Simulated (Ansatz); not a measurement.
## AlP with an Al vacancy: gradients before and after relaxing the atoms

Start: a supercell of AlP (zinc blende type, F-43m) built from a COD entry (the entry's cell lengths or inner coordinates differ somewhat from later room-temperature determinations), with all atoms left at the host's positions.

Space group F-43m (No. 216); a = 16.3530 Å.

| site | Wyckoff | site symmetry | x | y | z |
| --- | --- | --- | --- | --- | --- |
| Al1 | 48h | ..m | 0.1667 | 0.0000 | 0.1667 |
| Al4 | 16e | .3m | 0.3333 | 0.8333 | 0.1667 |
| Al8 | 16e | .3m | 0.6667 | 0.6667 | 0.3333 |
| Al14 | 24f | 2.mm | 0.5000 | 0.6667 | 0.5000 |
| P27 | 16e | .3m | 0.0833 | 0.9167 | 0.0833 |
| P28 | 24g | 2.mm | 0.2500 | 0.9167 | 0.2500 |
| P32 | 48h | ..m | 0.5833 | 0.7500 | 0.4167 |
| P40 | 16e | .3m | 0.4167 | 0.5833 | 0.4167 |
| P53 | 4c | -43m | 0.7500 | 0.2500 | 0.7500 |

One atom of each set is listed; the run and its k-mesh use a cell of 53 atoms with edges of 11.56, 11.56, 11.56 Å.

The numbers come from a DFT calculation in Ansatz (PBE, plane waves and PAW, scalar-relativistic, 420 eV cutoff, Γ-centred 2×2×2 k-points, Fermi–Dirac smearing 0.01 eV, cell charge -3).

The largest force at the start is 1.2 eV/Å. Relaxing the ions at fixed cell moves them by 0.209 Å at most (atom 29, P) and 0.086 Å rms.

```csv
site,moved (Å),first shell before,first shell after,V_zz before (10²¹ V/m²),η before
Al1,0.127,4 P at 2.36 Å,4 P at 2.31–2.40 Å,-1.09,0.53
Al4,0.030,4 P at 2.36 Å,4 P at 2.37–2.39 Å,0.33,0.00
Al8,0.017,4 P at 2.36 Å,4 P at 2.37–2.38 Å,0.27,0.00
Al14,0.026,4 P at 2.36 Å,4 P at 2.36–2.38 Å,-0.18,0.73
P27,0.209,3 Al at 2.36 Å,3 Al at 2.31 Å,-5.38,0.00
P28,0.026,4 Al at 2.36 Å,4 Al at 2.37–2.38 Å,-2.02,0.33
P32,0.026,4 Al at 2.36 Å,4 Al at 2.36–2.40 Å,0.93,0.11
P40,0.005,4 Al at 2.36 Å,4 Al at 2.38–2.39 Å,-0.100,0.00
```

(1) How do the gradients change?

Answers

(1) 

```tsv
site	V_zz after	η after	change of V_zz
Al1	-1.92	0.23	-0.83
Al4	0.50	0.00	+0.17
Al8	0.30	0.00	+0.03
Al14	0.39	0.93	–
P27	-2.47	0.00	+2.91
P28	0.67	0.82	–
P32	0.43	0.91	-0.50
P40	-0.010	0.00	+0.09
```

The largest change of V_zz along a kept axis is on P27, from -5.38 to -2.47. In per cent, |V_zz| changes by +76 on Al, -54 on P (all sites that start above 0.5, bar those whose gradient vanishes or changes sign or whose main axis turns by over 40°). Where |V_zz| stays above 0.1 and the axes keep their order, η moves most on P32, from 0.11 to 0.91. On P28, Al14 the largest principal value lies along another axis in the second run, so the two V_zz can't be compared directly. Sites without a gradient aren't listed.

The defect repeats with the cell of 53 atoms, so it feels its images: sites between two images don't show the values beside a lone defect, and zeros or small values of η there can come from the images' arrangement. A uniform background compensates the cell's charge.
Before: With a gap of 0.2 eV on this mesh, small gradients can still move by 0.1 × 10²¹ V/m² or more as the k-mesh gets denser. The neighbours have not yet relaxed around the defect (largest force 1.2 eV/Å), so a real crystal will differ.
After: With a gap of 0.9 eV on this mesh, small gradients can still move by 0.1 × 10²¹ V/m² or more as the k-mesh gets denser.
